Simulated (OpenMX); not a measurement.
# HfO2 under changes of volume

One of the cells (11.152 Å³/atom); the others are scaled copies at fixed shape and fractional positions:

```xyz
3
Lattice="0.0000 2.5575 2.5575 2.5575 0.0000 2.5575 2.5575 2.5575 0.0000" Properties=species:S:1:pos:R:3 pbc="T T T"
Hf    0.0000    0.0000    0.0000
O     3.8363    3.8363    3.8363
O     1.2788    1.2788    1.2788
```

Measurements of this composition are mostly on another form, of space group No. 14.

```yaml
Program: OpenMX 3.8.5
Functional: PBE
Potentials_or_basis: OpenMX 2013 PBE set, Hf7.0-s3p2d2f1, O6.0-s2p2d1, fixed grid of 36 × 36 × 36 points
k_mesh: 9 × 9 × 9
Occupations: fermi-dirac, width 0.05 eV
Spin: no spin polarisation
```

```csv
volume (Å³/atom),energy over the lowest point (meV/atom),gap on the mesh (eV)
10.483,10.16,4.04
10.706,?,?
10.929,0.00,3.92
11.152,5.78,3.87
11.375,17.89,3.81
11.598,35.71,3.76
11.821,58.57,3.70
```

Task: What does the run at 10.706 Å³/atom give?

Result: Energy over the lowest point 1.17 meV/atom; gap on the mesh 3.98 eV.

Worked out: A Birch-Murnaghan fit of order 3 (a polynomial in V^(-2/3)) to the other rows has its minimum at 10.85 Å³/atom with B0 = V·E''(V) = 254 GPa and B' = 4.1. It gives 1.18 meV/atom at 10.706 Å³/atom, against the run's 1.17. A straight line through the other rows of the gap, of slope -2.8 eV per unit of ln V, gives 3.98 eV, against the run's 3.98.

Energies are extrapolated to zero smearing.

Caveats: spin-orbit coupling is left out, which moves the levels of the heavy elements; an odd mesh through Γ misses points on the zone boundary, where band edges often lie; the basis of atomic orbitals isn't converged, which shifts pressures, moduli and gaps.
